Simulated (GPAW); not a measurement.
The system is AlN.

```xyz
4
Lattice="3.1130 0.0000 0.0000 -1.5565 2.6959 0.0000 0.0000 0.0000 4.9810" Properties=species:S:1:pos:R:3 pbc="T T T"
Al    1.5565    0.8986    2.4905
Al    0.0000    1.7973    0.0000
N     1.5565    0.8986    4.3833
N     0.0000    1.7973    1.8928
```

* Program: GPAW 26.7.0
* Task: relaxation of cell and atoms
* Functional: OLYP
* Dispersion: D3
* Potentials or basis: PAW data sets generated in the run's folder for this functional
* Cutoff: 800 eV
* Basis: pw
* k mesh: 7 × 7 × 4
* Occupations: fermi-dirac, width 0.05 eV
* Spin: no spin polarisation

At the start: pressure -4.0 GPa; volume 10.45 Å³/atom.

Task: How do energy, volume and symmetry change on relaxing?

Result: Over 5 steps the energy falls by 2.1 meV/atom and the volume is 10.24 Å³/atom (-2.0 %); space group P6_3mc (No. 186, to 0.05 Å).

The path:
| step | energy change (eV) | largest force (eV/Å) | pressure (GPa) | volume (Å³) |
| --- | --- | --- | --- | --- |
| 1 | 0.0000 | 0.1061 | -4.01 | 41.80 |
| 2 | -0.0029 | 0.0604 | -3.48 | 41.69 |
| 3 | -0.0078 | 0.0905 | -0.79 | 41.13 |
| 4 | -0.0081 | 0.0666 | -0.45 | 41.06 |
| 5 | -0.0083 | 0.0003 | 0.02 | 40.97 |

Final structure:
```yaml
crystal:
  lattice:
    - [3.09032, 0.00000, 0.00000]
    - [-1.54516, 2.67629, 0.00000]
    - [0.00000, 0.00000, 4.95410]
  atoms:
    - { symbol: Al, position: [0.66667, 0.33333, 0.49932] }
    - { symbol: Al, position: [0.33333, 0.66667, 0.99932] }
    - { symbol: N, position: [0.66667, 0.33333, 0.88069] }
    - { symbol: N, position: [0.33333, 0.66667, 0.38068] }
```

Caveat: later steps reuse the first step's grids.
